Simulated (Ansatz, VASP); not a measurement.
C: VASP beside Ansatz

File INCAR:

```
SYSTEM = C
PREC = Accurate
ENCUT = 520
EDIFF = 1E-7
ISMEAR = -1
SIGMA = 0.1
LREAL = .FALSE.
LASPH = .TRUE.
NELM = 80
ALGO = Normal
ISIF = 2
LWAVE = .FALSE.
LCHARG = .TRUE.
GGA = CA
LELF = .TRUE.
LVHAR = .TRUE.
NBANDS = 11
```

KPOINTS

```
regular mesh
0
G
  14 14 8
  0 0 0
```

Contents of POSCAR:

```
C
1.0
    2.1622006129     -1.2484217972      0.0000000000
    2.1622006129      1.2484217972      0.0000000000
   -1.4016813477      0.0000000000      3.5602637319
C
2
Direct
    0.8333555300      0.8333555300      0.0000930400
    0.1666444700      0.1666444700      0.9999069600
```

Input for Ansatz:

```yaml
crystal:
  lattice:
    - [2.162200612862245, -1.248421797155659, 0.0]
    - [2.162200612862245, 1.248421797155659, 0.0]
    - [-1.4016813477260082, 0.0, 3.5602637318534818]
  atoms:
    - { symbol: C, position: [0.83335553, 0.83335553, 9.304e-05] }
    - { symbol: C, position: [0.16664447, 0.16664447, 0.99990696] }
basis:
  ecutwfc: 462.593566181796
kpoints:
  mp_grid:
    grid: [14, 14, 8]
hamiltonian:
  xc: lda
  pseudopotentials:
    kind: paw
scf:
  occupations:
    method: fermi_dirac
    width: 0.1
output:
  stress: true
```

This is a stacking variant of graphite.

Alike in both runs: task single point; functional LDA; k mesh 14 × 14 × 8; occupations fermi-dirac, width 0.1 eV; no spin polarisation.

```csv
,VASP,Ansatz
version,VASP 6.6.1,Ansatz 0.2.0
potentials or method,"VASP PAW LDA potentials, release 64 (C)","plane waves, PAW"
plane-wave cutoff (eV),520,463
valence electrons in the cell,8,8
```

```tsv
	VASP	Ansatz	Ansatz less VASP
pressure (GPa)	-15.2	-15.9	-0.70
largest component of the traceless stress (GPa)	13.97	14.78	+0.808
```

Caveats: so large a pressure means that the cell lies far from this level's equilibrium, or that cutoff or potentials fall short (VASP).
